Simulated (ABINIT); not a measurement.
Runs of ABINIT 10.8.3 (patched build) on GaAs. It takes space group F-43m (No. 216, cubic). Conventional cell: a = 5.654 Å, b = 5.654 Å, c = 5.654 Å, α = 90.00°, β = 90.00°, γ = 90.00°. Around As (site symmetry -43m) lie 4 Ga at 2.45 Å. Around Ga (site symmetry -43m) lie 4 As at 2.45 Å. 

| task | level | potentials or basis | k mesh | cutoff (eV) | fine-grid cutoff | mesh quality | gap on the mesh (eV) | pressure (GPa) |
| --- | --- | --- | --- | --- | --- | --- | --- | --- |
| single point | r2SCAN | JTH PAW PBE v2.0 | 3 × 3 × 3 | 544 | 1088.46 eV | coarse | 0.99 | (a) |
| band structure | LDA-VWN | JTH PAW LDA v2.0 sp | 8 × 8 × 8 | 463 | 925.187 eV | not flagged | 0.29 | -1.9 |
| single point | r2SCAN | JTH PAW PBE v2.0 | 6 × 6 × 6 | 544 | 1088.46 eV | not flagged | 1.01 | 0.4 |
| band structure | WC | JTH PAW PBE v2.0 sp | 8 × 8 × 8 | 463 | 925.187 eV | not flagged | 0.41 | (c) |
| band structure | HCTH407 | JTH PAW PBE v2.0 sp | 8 × 8 × 8 | 463 | 925.187 eV | not flagged | (d) | 4.4 |
| band structure | PW91 | JTH PAW PBE v2.0 sp | 8 × 8 × 8 | 463 | 925.187 eV | not flagged | 0.47 | 3.1 |
| band structure | AM05 | JTH PAW PBE v2.0 sp | 8 × 8 × 8 | 463 | 925.187 eV | not flagged | 0.52 | (b) |
| single point | LDA | JTH PAW LDA v2.0 | 3 × 3 × 3 | 463 | 925.187 eV | coarse | 0.23 | -0.6 |

Alike in all rows: no spin polarisation; cell as given; smearing fermi-dirac 0.05 eV.

Estimate the missing entries.

(a) 1.6; (b) 0.6; (c) 0.3; (d) 0.70.

Caveats: some runs use coarse meshes; the PAW data sets were made with another functional, which shifts forces and pressure a little (some runs); this set keeps more shells in the core, which shifts pressures and gaps (some runs).

A k mesh can miss the band edges, and the runs leave out spin-orbit coupling on As, Ga.

The runs don't all hold the same shells in valence.
